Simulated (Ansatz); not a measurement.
**Co, bcc: how the functional moves the structure**

All rows: Ansatz, plane waves with scalar-relativistic PAW, 420 eV (500 eV for the SCAN forms), relaxed under each functional, no dispersion correction, no zero-point motion. B₀ comes from uniform scaling at fixed shape; a dash is a value not given.

```
functional  V (Å³/atom)         cell  B₀ (GPa)                       magnetic state  ΔE to hcp (meV/atom)
       PBE        11.11  a = 2.812 Å       200  ferromagnetic, net 1.76 μB per atom                    88
    r²SCAN        10.96  a = 2.798 Å       213  ferromagnetic, net 1.93 μB per atom                   -37
  m-r²SCAN        10.67  a = 2.774 Å       226  ferromagnetic, net 1.73 μB per atom                    78
    PBEsol        10.58  a = 2.766 Å       235  ferromagnetic, net 1.73 μB per atom                   114
       LDA        10.21  a = 2.733 Å       264  ferromagnetic, net 1.65 μB per atom                   145
      RPBE        11.45  a = 2.840 Å       187  ferromagnetic, net 1.80 μB per atom                    71
      BLYP        11.62  a = 2.854 Å       182  ferromagnetic, net 1.75 μB per atom                    85
```

LDA gives the smallest volume and BLYP the largest.

m-r²SCAN is r²SCAN on the gauge-invariant kinetic-energy density; without spin polarisation the two are equal.
